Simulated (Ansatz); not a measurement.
The system is MoS2, a slab with vacuum.

```
Mo S
1.0
     3.18413    0.00000    0.00000
    -1.59206    2.75753    0.00000
     0.00000    0.00000   17.33460
Mo S
1 2
Direct
  0.00000 0.00000 0.00000
  0.33333 0.66667 0.91051
  0.33333 0.66667 0.08949
```

Base run:

- Program: Ansatz 0.2.0
- Functional: PBEsol
- Potentials or basis: all-electron LAPW, scalar-relativistic
- Cutoff: 241 eV (chosen from the basis error)
- Basis error allowed: 0.002 eV/atom
- k mesh: 10 × 10 × 2
- Occupations: fermi-dirac, width 0.05 eV
- Spin: no spin polarisation
- Hubbard terms: Mo d U = 4 eV

Its results: band gap on the k mesh 1.67 eV, indirect (least direct gap 1.75 eV); largest force 0.162 eV/Å.

Problem. The run is repeated on the same cell with these changes: k mesh from 10 × 10 × 2 to 8 × 8 × 2; hubbard terms from Mo d U = 4 eV to none. What comes out?

Solution. Band gap on the k mesh 1.78 eV, indirect (least direct gap 1.98 eV); largest force 0.147 eV/Å.

Several settings changed at once, so the effect can't be laid on one alone.

Caveats: U is the effective U less J, on atomic orbitals that reach past the spheres (some runs).

A k mesh can miss the band edges.
